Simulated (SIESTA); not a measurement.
## ZnCu2SnS4 under changes of volume

One of the cells (20.025 Å³/atom); the others are scaled copies at fixed shape and fractional positions:

```
CELL_PARAMETERS angstrom
-2.71710 2.71710 5.42480
2.71710 -2.71710 5.42480
2.71710 2.71710 -5.42480
ATOMIC_POSITIONS crystal
Sn 0.50000 0.50000 0.00000
Zn 0.25000 0.75000 0.50000
Cu 0.75000 0.25000 0.50000
Cu 0.00000 0.00000 0.00000
S 0.62799 0.62839 0.51280
S 0.88481 0.37201 0.00040
S 0.11559 0.11519 0.48720
S 0.37161 0.88441 0.99960
```

| Item | Value |
| --- | --- |
| Program | SIESTA 5.4.2 |
| Functional | LDA |
| Potentials or basis | PseudoDojo 0.4 standard (LDA files) |
| Basis | DZP (energy shift 0.003 Ry; two zetas on semicore shells) |
| Grid cutoff | 800 Ry |
| Energy shift | 0.003 Ry |
| k mesh | 5 × 5 × 5 |
| Occupations | fermi-dirac, width 0.05 eV |
| Spin | no spin polarisation |

| volume (Å³/atom) | energy over the lowest point (meV/atom) | pressure (GPa) | gap on the mesh (eV) | largest force (eV/Å) |
| --- | --- | --- | --- | --- |
| 18.823 | 2.72 | 2.1 | 0.74 | 1.055 |
| 19.224 | 0.00 | 0.1 | 0.64 | 0.957 |
| 19.624 | 1.89 | -1.6 | 0.54 | 0.868 |
| 20.025 | ? | ? | ? | ? |
| 20.425 | 17.46 | -4.5 | 0.36 | 0.712 |
| 20.826 | 30.28 | -5.7 | 0.28 | 0.645 |
| 21.226 | 45.95 | -6.8 | 0.21 | 0.584 |

Problem. What does the run at 20.025 Å³/atom give?

Solution. Energy over the lowest point 7.86 meV/atom; pressure -3.1 GPa; gap on the mesh 0.45 eV; largest force 0.786 eV/Å.

Worked out: A Birch-Murnaghan fit of order 3 (a polynomial in V^(-2/3)) to the other rows has its minimum at 19.25 Å³/atom with B0 = V·E''(V) = 88 GPa and B' = 4.7 at fixed shape and positions, which overstates the stiffness. It gives 7.87 meV/atom at 20.025 Å³/atom, against the run's 7.86, and -dE/dV = -3.1 GPa, against -3.1. A parabola through the other rows of the gap, of slope -4.43 eV per unit of ln V (its deformation potential) there, gives 0.45 eV, against the run's 0.45.

Energies are extrapolated to zero smearing.

Caveats: short orbitals over semicore shells can move pressures by several GPa; the valence orbitals were made in a potential fitted to the semicore shell under them, which widens gaps by tenths of an eV or more; spin-orbit coupling is left out, which moves the levels of the heavy elements; an odd mesh through Γ misses points on the zone boundary, where band edges often lie; the basis of atomic orbitals isn't converged, which shifts pressures, moduli and gaps; forces of over 1 eV/Å show positions far from the minimum, so gaps and moduli don't describe the material at rest (some runs).
